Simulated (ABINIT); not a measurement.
Bi in ABINIT: convergence with k mesh

Input of the first run (k mesh 2 × 2 × 2); the others differ in this setting and in those tied to it:

Contents of run.abi:

```
# Pseudopotentials
pp_dirpath "./"
pseudos "Bi.GGA_PBE-JTH.xml"

# Structure
acell 3*1.0 Angstrom
rprim
    -2.0510920000     1.9322640000     1.9637210000
     2.0091320000    -1.9541400000     1.9436370000
     2.0699580000     1.9730060000    -1.9855970000
ntypat 1
znucl 83
natom 1
typat 1
xred
    -0.0137770000    -0.0173050000    -0.0196660000
chkprim 0
chksymtnons 0
tolsym 1.0e-6

# Plane-wave basis
ecut 598.650497 eV
pawecutdg 44.0
pawxcdev 0

# k points
kptopt 1
ngkpt 2 2 2
nshiftk 1
shiftk 0.0 0.0 0.0

# Exchange and correlation
ixc 11

# Bands and occupations
nband 12
occopt 6
tsmear 0.1 eV

# SCF cycle
nstep 100
tolvrs 1.0e-9

# Output
iomode 3
prtwf 0
prtden 0
prteig 0
prtebands 0
enunit 2
```

Potentials or basis: JTH PAW PBE v2.0.

Launch:

```sh
$ abinit run.abi > log 2>&1
```

The cell isn't the ideal one: cell strained at random at fixed volume.

This isn't the form of Bi at room conditions, which is rhombohedral.

Hardware: 1 thread of Arm Neoverse V1, with other jobs on the host.

| k mesh | energy less the tightest run (meV/atom) | pressure (GPa) | SCF cycles | CPU time (s) | peak memory (GiB) |
| --- | --- | --- | --- | --- | --- |
| 2 × 2 × 2 | -278.35 | -0.37 | 12 | 4.4 | 0.09 |
| 3 × 3 × 3 | -527.83 | 0.11 | 12 | 8 | 0.1 |
| 4 × 4 × 4 | 104.09 | 1.84 | 11 | 14 | 0.11 |
| 5 × 5 × 5 | 74.60 | 0.51 | 10 | 23 | 0.12 |
| 7 × 7 × 7 | 28.50 | 1.80 | 10 | 60 | 0.17 |
| 8 × 8 × 8 | 28.09 | 0.66 | 10 | 89 | 0.21 |
| 9 × 9 × 9 | -14.28 | 0.91 | 10 | 130 | 0.27 |
| 11 × 11 × 11 | 0.09 | 0.97 | 10 | 230 | 0.41 |
| 14 × 14 × 14 | 0.00 | 0.78 | 10 | 460 | 0.75 |

Against the tightest run, the energy stays within 1 meV/atom from 11 × 11 × 11 on. Not settled before the last step: the pressure (to 0.1 GPa). Meshes of other sizes hit other points, so gaps and Fermi surfaces needn't settle smoothly. The tightest run that finished is the yardstick and may itself not be fully converged.

Caveat, for the tightest run too: spin-orbit coupling is left out, which moves the levels of the heavy elements.
